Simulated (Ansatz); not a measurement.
Property card for SnSe₂

Computed with DFT PBE, scalar-relativistic, plane waves, PAW (Ansatz 0.2.0).

Plane waves to 420 eV, a k mesh through Γ of 14×14×14 on the computed 3-atom cell and Gaussian smearing (0.10 eV); no spin polarisation.

The structure is relaxed at this level of theory with its symmetry kept, and needn't be the ground state of this composition.

Space group Fmmm (No. 69), orthorhombic, a = 3.886 Å, b = 7.980 Å, c = 11.929 Å. Sn has 4 Se at 2.71 Å; Se is surrounded by 2 Sn at 2.71 Å and 2 Se at 2.93 Å.

- Volume per atom: 30.83 Å³
- Formation energy from the elements' standard states (uncorrected): +0.012 eV/atom
- Kohn–Sham band gap: none (metal)
- Density of states at the Fermi level: 0.9 states/eV per cell
- Orbital (Löwdin) character within 0.5 eV of the Fermi level: Se 4p 74 %, Sn 5s 11 %, Sn 5p 10 %
- Bader charge by site (e): Sn (1 in the cell) 0.94, Se (2 in the cell) -0.47

The cell holds layers, chains or molecules and no dispersion correction was added, so their binding is poorly described.

Another cell of SnSe2 relaxed alike, in P-3m1, lies 0.35 eV/atom lower, so this cell isn't the stable form at this level.

The cell was found from a structure generator's guess, not taken from experiment. Löwdin shares on free-atom orbitals overweight diffuse shells.
